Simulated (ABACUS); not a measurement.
PtSe2 (Sudovikovite):

```
CELL_PARAMETERS angstrom
3.72400 0.00000 0.00000
-1.86200 3.22508 0.00000
0.00000 0.00000 5.06200
ATOMIC_POSITIONS crystal
Pt 0.00000 0.00000 0.00000
Se 0.66667 0.33333 0.75000
Se 0.33333 0.66667 0.25000
```

| Property | Result |
| --- | --- |
| Program | ABACUS 3.10.1 |
| Task | relaxation of cell and atoms |
| Functional | LDA |
| Potentials or basis | GBRV ultrasoft 1.5 LDA |
| Cutoff | 544 eV |
| Density cutoff | 4354 eV |
| Basis | plane waves |
| k mesh | 6 × 6 × 4 |
| Occupations | fermi-dirac, width 0.05 eV |
| Spin | no spin polarisation |

At the start: pressure -0.8 GPa; volume 20.27 Å³/atom.

**Question.** Where does the relaxation end?

**Answer.** Over 33 steps the energy falls by 13.2 meV/atom and the volume is 19.24 Å³/atom (-5.1 %); space group P-3m1 (No. 164, to 0.05 Å).

The path:
```
step  energy change (eV)  largest force (eV/Å)  pressure (GPa)  volume (Å³)
   1              0.0000                0.1986           -0.82        60.80
   2             -0.0084                0.2955            0.41        59.85
   3             -0.0076                0.5128            3.83        57.63
   4             -0.0187                0.3888            2.54        58.03
   5             -0.0294                0.1525            0.02        58.85
   6             -0.0299                0.1524            0.03        58.82
   7             -0.0315                0.1439            0.03        58.72
   8             -0.0322                0.1230           -0.16        58.73
   9             -0.0339                0.0620           -0.65        58.76
  10             -0.0345                0.0793           -0.42        58.63
  11             -0.0354                0.1349            0.32        58.26
  12             -0.0364                0.1171            0.25        58.19
  13             -0.0386                0.0605            0.03        58.01
  14             -0.0386                0.0520           -0.09        58.04
  15             -0.0387                0.0329           -0.26        58.09
  16             -0.0387                0.0356           -0.24        58.08
  17             -0.0388                0.0365           -0.17        58.04
  18             -0.0388                0.0373           -0.15        58.02
  19             -0.0389                0.0406           -0.08        57.98
  20             -0.0390                0.0381           -0.09        57.97
  21             -0.0391                0.0362           -0.06        57.94
  22             -0.0392                0.0325           -0.08        57.92
  23             -0.0393                0.0267           -0.07        57.89
  24             -0.0394                0.0249           -0.07        57.86
  25             -0.0395                0.0223            0.00        57.79
  26             -0.0395                0.0152           -0.06        57.80
  27             -0.0396                0.0025           -0.20        57.81
  28             -0.0396                0.0026           -0.18        57.80
  29             -0.0396                0.0024           -0.14        57.76
  30             -0.0396                0.0015           -0.11        57.75
  31             -0.0396                0.0072           -0.04        57.72
  32             -0.0396                0.0077           -0.02        57.72
  33             -0.0396                0.0075           -0.01        57.71
```

Final structure:
```xyz
3
Lattice="3.7335 0.0000 0.0000 -1.8668 3.2333 0.0000 0.0000 0.0000 4.7802" Properties=species:S:1:pos:R:3 pbc="T T T"
Pt    0.0000    0.0000    0.0000
Se    1.8668    1.0778    3.5156
Se    0.0000    2.1555    1.2646
```
